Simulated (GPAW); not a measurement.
# CdTe (F-43m) in GPAW: settings compared

The runs below take CdTe through dielectric tensor, with RPBE, GLLB-SC.

Everything below comes from runs of GPAW 26.7.0. Logs are shortened: lines on timing, memory, paths and dates and some standing lists are left out, and cuts for length are marked. The log counts tension as positive stress, the text compression.

**Measured values to compare with.**

A printed reference work, data compilation reports, for a bulk crystal of CdTe at 0 K: band gap 1.607 eV.

How close the calculation comes is told below.

### 1 The crystal as given

It takes space group F-43m (No. 216, cubic). The conventional cell has a = 6.410 Å, b = 6.410 Å, c = 6.410 Å, α = 90.00°, β = 90.00°, γ = 90.00°. Around Te (site symmetry -43m) lie 4 Cd at 2.78 Å. Cd (site symmetry -43m) has 4 Te at 2.78 Å as nearest neighbours.

### 2 Dielectric tensor, RPBE

File run.py:

```python
import numpy as np
from ase.dft.bandgap import bandgap
from ase.io import read, write
from gpaw import GPAW, PW
from gpaw.response.df import DielectricFunction

atoms = read('CdTe.xyz')

calc = GPAW(mode=PW(450),
            xc='RPBE',
            kpts={'size': (6, 6, 6), 'gamma': True},
            occupations={'name': 'fermi-dirac', 'width': 0.001},
            nbands=18,
            convergence={'density': 1e-06},
            maxiter=150,
            txt='gpaw.txt')
atoms.calc = calc
energy = atoms.get_potential_energy()
calc.write('gs.gpw')
write('result.traj', atoms)
print(f'Energy: {energy:.6f} eV')
print('Fermi level:', round(calc.get_fermi_level(), 4), 'eV')
print(f'Gap: {bandgap(calc)[0]:.4f} eV, direct: {bandgap(calc, direct=True)[0]:.4f} eV')

for size in [(18, 18, 18)]:
    name = 'x'.join(str(n) for n in size)
    dense = calc.fixed_density(kpts={'size': size, 'gamma': True},
                               nbands=35, convergence={'bands': 29, 'eigenstates': 1e-7},
                               update_fermi_level=True, txt=f'dense-{name}.txt')
    dense.write(f'{name}.gpw', mode='all')
    df = DielectricFunction(f'{name}.gpw', frequencies=np.array([0.0]), hilbert=False, eta=0.001,
                            ecut=80, nbands=29, intraband=False, txt=f'df-{name}.txt')
    for xc in ['RPA']:
        for direction in ['x', 'y', 'z', [0, 1, 1], [1, 0, 1], [1, 1, 0]]:
            e0, e = df.get_macroscopic_dielectric_constant(xc=xc, direction=direction)
            print(f'{name} {xc} {direction}: {e0:.4f} without, {e:.4f} with local fields')
```

File CdTe.xyz:

```xyz
2
Lattice="0.0000000000 3.2050000000 3.2050000000 3.2050000000 0.0000000000 3.2050000000 3.2050000000 3.2050000000 0.0000000000" Properties=species:S:1:pos:R:3 pbc="T T T"
Te     4.8075000000      4.8075000000      4.8075000000
Cd     0.0000000000      0.0000000000      0.0000000000
```

Potentials or basis: the program's PAW data sets (release 1.2.1) made for this functional, pw.

Run with:

```console
$ OMP_NUM_THREADS=1 python run.py
```

gpaw.txt:

```text
__  _  _
 | _ |_)|_||  |
 |__||  | ||/\| - 26.7.0

Input parameters:
  mode=PW(ecut=450.00000000000006),
  convergence={'density': 1e-06},
  kpts=MonkhorstPack(size=(6, 6, 6), gamma=True),
  maxiter=150,
  nbands=18,
  occupations=Occupations(name='fermi-dirac', width=0.001),
  xc=XC(name='RPBE')

Diagonalizing LCAO Hamiltonian
Converting LCAO to pw mode

                      Te

       Cd

Atoms  # Å, Bohr magnetons
|   | symbol |        x |        y |        z |    initial magnetic moments |
|---|--------|----------|----------|----------|-----------------------------|
| 0 |     Te | 4.807500 | 4.807500 | 4.807500 | ( 0.0000,  0.0000,  0.0000) |
| 1 |     Cd | 0.000000 | 0.000000 | 0.000000 | ( 0.0000,  0.0000,  0.0000) |

Unit cell  # Å
| periodic |        x |        y |        z |  lengths |    angles |
|----------|----------|----------|----------|----------|-----------|
|      yes | 0.000000 | 3.205000 | 3.205000 | 4.532554 | 60.000000 |
|      yes | 3.205000 | 0.000000 | 3.205000 | 4.532554 | 60.000000 |
|      yes | 3.205000 | 3.205000 | 0.000000 | 4.532554 | 60.000000 |

Number of symmetries: 24
Symmetry operations  # r_c * U_cc + t_c -> r_c
|    | kind |            matrix            |
|----|------|------------------------------|
|  0 |  E   |  1, 0, 0,  0, 1, 0,  0, 0, 1 |
|  1 |  σ   |  1, 0, 0,  0, 0, 1,  0, 1, 0 |
|  2 |  σ   |  1, 0,-1,  0, 1,-1,  0, 0,-1 |
|  3 |  C3  |  1, 0,-1,  0, 0,-1,  0, 1,-1 |
|  4 |  C3  |  1,-1, 0,  0,-1, 1,  0,-1, 0 |
|  5 |  σ   |  1,-1, 0,  0,-1, 0,  0,-1, 1 |
|  6 |  σ   |  0, 1, 0,  1, 0, 0,  0, 0, 1 |
|  7 |  C3  |  0, 1, 0,  0, 0, 1,  1, 0, 0 |
|  8 |  C2  |  0, 1,-1,  1, 0,-1,  0, 0,-1 |
|  9 |  S4  |  0, 1,-1,  0, 0,-1,  1, 0,-1 |
| 10 |  C3  |  0, 0, 1,  1, 0, 0,  0, 1, 0 |
| 11 |  σ   |  0, 0, 1,  0, 1, 0,  1, 0, 0 |
| 12 |  S4  |  0, 0,-1,  1, 0,-1,  0, 1,-1 |
| 13 |  C3  |  0, 0,-1,  0, 1,-1,  1, 0,-1 |
| 14 |  S4  |  0,-1, 1,  1,-1, 0,  0,-1, 0 |
| 15 |  C2  |  0,-1, 1,  0,-1, 0,  1,-1, 0 |
| 16 |  C3  |  0,-1, 0,  1,-1, 0,  0,-1, 1 |
| 17 |  S4  |  0,-1, 0,  0,-1, 1,  1,-1, 0 |
| 18 |  S4  | -1, 1, 0, -1, 0, 1, -1, 0, 0 |
| 19 |  C3  | -1, 1, 0, -1, 0, 0, -1, 0, 1 |
| 20 |  C3  | -1, 0, 1, -1, 1, 0, -1, 0, 0 |
| 21 |  S4  | -1, 0, 1, -1, 0, 0, -1, 1, 0 |
| 22 |  σ   | -1, 0, 0, -1, 1, 0, -1, 0, 1 |
| 23 |  C2  | -1, 0, 0, -1, 0, 1, -1, 1, 0 |

BZ-sampling:
  Number of BZ points: 216
  Number of IBZ points: 16

  Monkhorst-Pack size: [6, 6, 6]
  Monkhorst-Pack shift: [0.08333333333333333, 0.08333333333333333, 0.08333333333333333]

K-points  # in reciprocal-cell coordinates
|     |                                coordinates |     weight |
|-----|--------------------------------------------|------------|
|   0 | (  0.00000000,   0.00000000,   0.00000000) | 0.00462963 |
|   1 | (  0.16666667,   0.16666667,   0.00000000) | 0.02777778 |
|   2 | (  0.16666667,   0.16666667,   0.16666667) | 0.03703704 |
|   3 | (  0.33333333,   0.16666667,   0.16666667) | 0.05555556 |
|   4 | (  0.33333333,   0.33333333,  -0.33333333) | 0.05555556 |
|   5 | (  0.33333333,   0.33333333,   0.00000000) | 0.02777778 |
|   6 | (  0.33333333,   0.33333333,   0.16666667) | 0.11111111 |
|   7 | (  0.33333333,   0.33333333,   0.33333333) | 0.03703704 |
|   8 | (  0.50000000,   0.33333333,  -0.33333333) | 0.11111111 |
|   9 | (  0.50000000,   0.33333333,  -0.16666667) | 0.05555556 |
| ... |                                            |            |
|  15 | (  0.50000000,   0.50000000,   0.50000000) | 0.01851852 |

Plane wave coefficients: 1458
Cutoff: 450.00000000000006 eV

Spin-components: 1 (collinear spins)
Bands:           18
Projectors:      11
Spin-degeneracy: 2
Datatype:        complex128

Parallelization:
  kpt:    1
  domain: 1
  band:   1

Density:
  Valence electrons: 18.0
  Components: 1
  Grid points: [24 24 24]
  Charge: 0.0  # |e|

Potential:
  Grid points: [24 24 24]

species:
  Te:
    name:    Tellurium
    Z:       52.0
    valence: 6
    core:    46
    charge:  0.0  # [|e|]
    compensation charges:
      type: gauss
      rc: 0.36  # [Å]
      lmax: 2
    cutoffs:
      filter: 2.09  # [Å]
      core: 3.17  # [Å]
    projectors
    | kind |    occ | energy [eV] | rcut [Å] |
    |------|--------|-------------|----------|
    |   5s |  2.000 |     -15.026 |    1.180 |
    |   5p |  4.000 |      -5.917 |    1.196 |
    |    s |        |      12.185 |    1.180 |
    |    p |        |      21.294 |    1.196 |
    |    d |        |       0.000 |    1.238 |

    Using partial waves for Te as LCAO basis

  Cd:
    name:    Cadmium
    Z:       48.0
    valence: 12
    core:    36
    charge:  0.0  # [|e|]
    compensation charges:
      type: gauss
      rc: 0.38  # [Å]
      lmax: 2
    cutoffs:
      filter: 2.12  # [Å]
      core: 2.62  # [Å]
    projectors
    | kind |    occ | energy [eV] | rcut [Å] |
    |------|--------|-------------|----------|
    |   5s |  2.000 |      -5.542 |    1.191 |
    |   5p |  0.000 |      -1.167 |    1.228 |
    |   4d | 10.000 |     -11.705 |    1.164 |
    |    s |        |      21.670 |    1.191 |
    |    p |        |      26.044 |    1.228 |
    |    d |        |      15.507 |    1.164 |

    Using partial waves for Cd as LCAO basis

Reference energy: -336981.643095  # eV

eigensolver:
  PPCG
  Converge bands: occupied
  niter=2

density mixing:
  MSR1-Mixer
  Pratt-step length: 0.05
  Maximum mixing coefficient: 0.75
  Old densities: 10
  SVD Regularization: 0.005
  Good broyden scale: 1.0
  Trust region scale: 1.0
  Backstep threshold: 4.0
  History deletion threshold: 6.0
  Fourier metric: weight=20.0, sigma=0.015

occupation numbers:
  Fermi-Dirac:
    width: 0.0010  # eV

poisson solver:
  ecut: 3600.0000000000005  # eV

xc functional:
  name: RPBE with 2 nearest neighbor stencil

convergence criteria:
- Maximum integral of absolute [dens]ity change: 1e-06 electrons / valence electron
- Maximum [total energy] change in last 3 cyles: 0.0005 eV / valence electron
- Maximum integral of absolute [eigenst]ate change: 4e-08 eV^2 / valence electron
maximum number of iterations: 150

SCF iterations
|iter     | |      energy | eigst |  dens |
|---------|-|-------------|-------|-------|
|iter:   1| |   -4.479837 | -0.45 |       |
|iter:   2| |   -4.435226 | -2.38 | -1.24 |
|iter:   3| |   -4.267671 | -1.76 | -1.28 |
|iter:   4| |   -4.269220 | -3.29 | -1.78 |
|iter:   5| |   -4.269439c| -3.83 | -2.22 |
|iter:   6| |   -4.269526c| -5.31 | -2.91 |
|iter:   7| |   -4.269535c| -6.29 | -3.47 |
|iter:   8| |   -4.269536c| -7.56c| -4.45 |
|iter:   9| |   -4.269536c| -7.69c| -4.97 |
|iter:  10| |   -4.269536c| -8.28c| -5.57 |
|iter:  11| |   -4.269536c| -8.96c| -6.16c|

Converged in 11 steps
Energy contributions relative to reference atoms: (reference = -336981.643095)

Energy contributions:
  Kinetic:          24.905094
  Coulomb:         -22.437964
  Zero:              0.307136
  External:          0.000000
  Xc:               -7.043802
  Entropy:          -0.000000
  Spinorbit:         0.000000
  ----------------------------
  Free energy:      -4.269536
  Extrapolated:     -4.269536

dipole moment: (-16.474538, -16.474538, -16.474538)  # |e|*Ang

Fermi level: 4.578
Eigenvalues  # (at kpt = [0.000, 0.000, 0.000])
| band index |      eig [eV] | occ [0-2] |
|------------|---------------|-----------|
|          0 |        -7.108 |     2.000 |
|          1 |        -4.165 |     2.000 |
|          2 |        -4.165 |     2.000 |
|          3 |        -4.165 |     2.000 |
|          4 |        -3.880 |     2.000 |
|          5 |        -3.880 |     2.000 |
[... 10 lines left out ...]
|         16 |        14.458 |     0.000 |
|         17 |        14.458 |     0.000 |

Gap: 1.021 eV
Transition (v -> c):
  (s=0, k=0, n=8, [0.00, 0.00, 0.00]) -> (s=0, k=0, n=9, [0.00, 0.00, 0.00])
No difference between direct/indirect transitions
# Writing to gs.gpw (mode='')
```

stdout:

```text
Energy: -4.269536 eV
Fermi level: 4.5785 eV
Gap: 1.0206 eV, direct: 1.0206 eV
18x18x18 RPA x: 8.3326 without, 7.3801 with local fields
18x18x18 RPA y: 8.3326 without, 7.3801 with local fields
18x18x18 RPA z: 8.3326 without, 7.3801 with local fields
18x18x18 RPA [0, 1, 1]: 8.3326 without, 7.3801 with local fields
18x18x18 RPA [1, 0, 1]: 8.3326 without, 7.3801 with local fields
18x18x18 RPA [1, 1, 0]: 8.3326 without, 7.3801 with local fields
```

Wall time 2.5 min (1 thread of AMD EPYC 7B13 (Zen 3), shared host); peak memory 0.52 GiB.

Results:

```
Free energy                             : -4.2695 eV
Band gap on the k mesh                  : 1.02 eV, direct
Electronic dielectric tensor (diagonal) : 7.38
```

Electronic dielectric tensor:
```
7.38 0.00 0.00
0.00 7.38 0.00
0.00 0.00 7.38
```

Caveat: the long-wavelength limit can be off by several per cent where d states take part; spin-orbit coupling is left out, which moves the levels of the heavy elements.

### 3 Dielectric tensor, GLLB-SC

run.py: that of step 2 with these lines changed.

```diff
@@ -9,3 +9,3 @@
 calc = GPAW(mode=PW(450),
-            xc='RPBE',
+            xc='GLLBSC',
             kpts={'size': (6, 6, 6), 'gamma': True},
@@ -20,3 +20,2 @@
 write('result.traj', atoms)
-print(f'Energy: {energy:.6f} eV')
 print('Fermi level:', round(calc.get_fermi_level(), 4), 'eV')
```

CdTe.xyz is that of step 2.

Potentials or basis: the program's PAW data sets (release 1.2.1) made for this functional, pw.

Run with:

```console
$ OMP_NUM_THREADS=1 python run.py
```

gpaw.txt:

```text
___ ___ ___ _ _ _
 |   |   |_  | | | |
 | | | | | . | | | |
 |__ |  _|___|_____|  26.7.0
 |___|_|

Input parameters:
  convergence: {density: 1e-06}
  kpts: {gamma: True,
         size: (6, 6, 6)}
  maxiter: 150
  mode: {ecut: 450.00000000000006,
         name: pw}
  nbands: 18
  occupations: {name: fermi-dirac,
                width: 0.001}
  xc: GLLBSC

System changes: positions, numbers, cell, pbc, initial_charges, initial_magmoms

Initialize ...

species:
  Te:
    name:    Tellurium
    Z:       52.0
    valence: 6
    core:    46
    charge:  0.0  # [|e|]
    compensation charges:
      type: gauss
      rc: 0.36  # [Å]
      lmax: 2
    cutoffs:
      filter: 2.09  # [Å]
      core: 3.17  # [Å]
    projectors
    | kind |    occ | energy [eV] | rcut [Å] |
    |------|--------|-------------|----------|
    |   5s |  2.000 |     -17.259 |    1.180 |
    |   5p |  4.000 |      -8.515 |    1.196 |
    |    s |        |       9.952 |    1.180 |
    |    p |        |      18.697 |    1.196 |
    |    d |        |       0.000 |    1.238 |

    Using partial waves for Te as LCAO basis

  Cd:
    name:    Cadmium
    Z:       48.0
    valence: 12
    core:    36
    charge:  0.0  # [|e|]
    compensation charges:
      type: gauss
      rc: 0.38  # [Å]
      lmax: 2
    cutoffs:
      filter: 2.12  # [Å]
      core: 2.62  # [Å]
    projectors
    | kind |    occ | energy [eV] | rcut [Å] |
    |------|--------|-------------|----------|
    |   5s |  2.000 |      -8.047 |    1.191 |
    |   5p |  0.000 |      -3.235 |    1.228 |
    |   4d | 10.000 |     -14.478 |    1.164 |
    |    s |        |      19.165 |    1.191 |
    |    p |        |      23.976 |    1.228 |
    |    d |        |      12.733 |    1.164 |

    Using partial waves for Cd as LCAO basis

Reference energy: -336813.756681  # eV

Spin-paired calculation

Convergence criteria:
 Maximum [total energy] change in last 3 cyles: 0.0005 eV / valence electron
 Maximum integral of absolute [dens]ity change: 1e-06 electrons / valence electron
 Maximum integral of absolute [eigenst]ate change: 4e-08 eV^2 / valence electron
 Maximum number of scf [iter]ations: 150
 (Square brackets indicate name in SCF output, whereas a 'c' in
 the SCF output indicates the quantity has converged.)

Symmetries present (total): 24

  ( 1  0  0)  ( 1  0  0)  ( 1  0 -1)  ( 1  0 -1)  ( 1 -1  0)  ( 1 -1  0)
[... 34 lines left out ...]
  Pulay-stress correction: 0.000000 eV/Ang^3 (de/decut=0.000000)
  Using FFTW library
  ScaLapack parameters: grid=1x1, blocksize=None
  Wavefunction extrapolation:
    Improved wavefunction reuse through dual PAW basis

Occupation numbers: Fermi-Dirac:
  width: 0.0010  # eV

Eigensolver
   Davidson(niter=2)

Densities:
  Coarse grid: 24*24*24 grid
  Fine grid: 48*48*48 grid
  Total Charge: 0.000000

Density mixing:
  Method: separate
  Backend: msr1
  Linear mixing parameter: 0.05
  old densities: 10
  Width of damping distribution: 1.1
  Damping of long wavelength oscillations: 20

Hamiltonian:
  XC and Coulomb potentials evaluated on a 48*48*48 grid
  Using the GLLBSC Exchange-Correlation functional
  External potential:
    NoExternalPotential

XC parameters: GLLBSC functional being used consists of
  -----------------------------------------------------------------------
  | Weight | Module     | Description                                   |
  -----------------------------------------------------------------------
  |  1.000 | SCREENING  | GGA_X_PBE_SOL with 2 nearest neighbor stencil |
  |  1.000 | RESPONSE   | eps=0.0500 eV                                 |
  |  1.000 | XC         | GGA_C_PBE_SOL with 2 nearest neighbor stencil |
  -----------------------------------------------------------------------

Number of atoms: 2
Number of atomic orbitals: 13
Number of bands in calculation: 18
Number of valence electrons: 18
Bands to converge: occupied

... initialized

Initializing position-dependent things.

Density initialized from atomic densities
Creating initial wave functions:
  13 bands from LCAO basis set
  5 bands from random numbers

                      Te

       Cd

Atomic positions and initial magnetic moments

Positions:
   0 Te     4.807500    4.807500    4.807500    ( 0.0000,  0.0000,  0.0000)
   1 Cd     0.000000    0.000000    0.000000    ( 0.0000,  0.0000,  0.0000)

Unit cell:
           periodic     x           y           z      points  spacing
  1. axis:    yes    0.000000    3.205000    3.205000    24     0.1542
  2. axis:    yes    3.205000    0.000000    3.205000    24     0.1542
  3. axis:    yes    3.205000    3.205000    0.000000    24     0.1542

  Lengths:   4.532554   4.532554   4.532554
  Angles:   60.000000  60.000000  60.000000

Effective grid spacing dv^(1/3) = 0.1683

iter:   1    -5.515832
iter:   2    -5.652639   -0.98  -1.31
iter:   3    -5.544696   -1.48  -1.16
iter:   4    -5.881562   -1.79  -1.45
iter:   5    -5.707810   -1.74  -1.37
iter:   6    -5.878507   -2.74  -1.83
iter:   7    -5.739468   -2.03  -1.77
iter:   8    -5.722732   -2.72  -1.69
iter:   9    -5.728001   -3.40  -1.82
iter:  10    -5.738101   -3.91  -2.25
iter:  11    -5.737131   -5.05  -2.84
iter:  12    -5.740224c  -4.67  -2.86
iter:  13    -5.738855c  -5.85  -3.63
iter:  14    -5.736761c  -6.56  -3.74
iter:  15    -5.734881c  -6.90  -3.84
iter:  16    -5.735290c  -7.46c -4.24
iter:  17    -5.735045c  -8.08c -4.73
iter:  18    -5.735069c  -8.61c -5.04
iter:  19    -5.735032c  -9.10c -5.19
iter:  20    -5.735051c  -9.74c -6.22c

Converged after 20 iterations.

Dipole moment: (4.558195, 4.558195, 4.558195) |e|*Ang

Energy contributions relative to reference atoms: (reference = -336813.756681)

Kinetic:        +54.878889
Potential:      -49.022200
External:        +0.000000
XC:             -10.899303
Entropy (-ST):   -0.000000
Local:           -0.692437
SIC:             +0.000000
--------------------------
Free energy:     -5.735051
Extrapolated:    -5.735051

GLLBSC response reference energy: 3.16121 eV (from HOMO)

Showing only first 2 kpts
 Kpt  Band  Eigenvalues  Occupancy
  0     7      3.16120    2.00000
  0     8      3.16120    2.00000
  0     9      4.31354    0.00000
  0    10      7.89972    0.00000

  1     7      2.54132    2.00000
  1     8      2.54132    2.00000
  1     9      5.93104    0.00000
  1    10      7.03127    0.00000

Fermi level: 3.84103

Gap: 1.152 eV
Transition (v -> c):
  (s=0, k=0, n=8, [0.00, 0.00, 0.00]) -> (s=0, k=0, n=9, [0.00, 0.00, 0.00])
No difference between direct/indirect transitions
Writing to gs.gpw (mode='')
```

df-18x18x18.txt:

```text
FrequencyGridDescriptor(from 0.000 to 0.000 eV, 1 points)
FrequencyGridDescriptor(from 0.000 to 0.000 eV, 1 points)

Calculating chi0 body with:
    Ground state adapter containing:
    Number of spins: 1
    Number of kpoints: 5832
    Number of irreducible kpoints: 195
    Number of completely occupied states: 9
    Number of partially occupied states: 9

    Linear response parametrization:
    q_c: [0.0, 0.0, 0.0]
    Number of frequency points: 1
    Planewave cutoff: 80.0
    Number of bands: 29
    Number of planewaves: 113
    Broadening (eta): 0.001

Integrating chi0 body.

Symmetries of q_c:
    Direct symmetries (Uq -> q): 24
    Indirect symmetries (TUq -> q): 24
In total 48 allowed symmetries.

Integral kind: response function

Calculating chi0 optical extensions with:
    Ground state adapter containing:
    Number of spins: 1
    Number of kpoints: 5832
    Number of irreducible kpoints: 195
    Number of completely occupied states: 9
    Number of partially occupied states: 9

    Linear response parametrization:
    Number of frequency points: 1
    Planewave cutoff: 80.0
    Number of bands: 29
    Number of planewaves: 113
    Broadening (eta): 0.001
Integrating chi0 head and wings.

Symmetries of q_c:
    Direct symmetries (Uq -> q): 24
    Indirect symmetries (TUq -> q): 24
In total 48 allowed symmetries.

Integral kind: response function wings

Finished calculating chi0
```

Run time: 2.6 min. Hardware: 1 thread of AMD EPYC 7B13 (Zen 3), shared host; peak memory 0.5 GiB.

What came out:

* Band gap on the k mesh, Kohn-Sham part alone: 1.15 eV, direct
* Electronic dielectric tensor (diagonal): 7.15

Electronic dielectric tensor:
```
7.15 0.00 0.00
0.00 7.15 0.00
0.00 0.00 7.15
```

Caveat: a model potential gives levels but no total energy; the long-wavelength limit can be off by several per cent where d states take part; response on these states lacks terms of the Hamiltonian; spin-orbit coupling is left out, which moves the levels of the heavy elements.

### 4 Comparison with measurements

Step 2. A measured gap of CdTe is 1.607 eV (0 K; a printed reference work, data compilation); the calculated 1.02 eV misses it by -0.59 eV. Spin-orbit coupling on Cd, Te is left out. The value is that of RPBE on a finite k mesh, which can miss the band edges, without temperature or zero-point motion. Semilocal functionals fall short of measured gaps as a rule.

Step 3. The gap isn't set beside the deposited one, since the derivative discontinuity is missing.
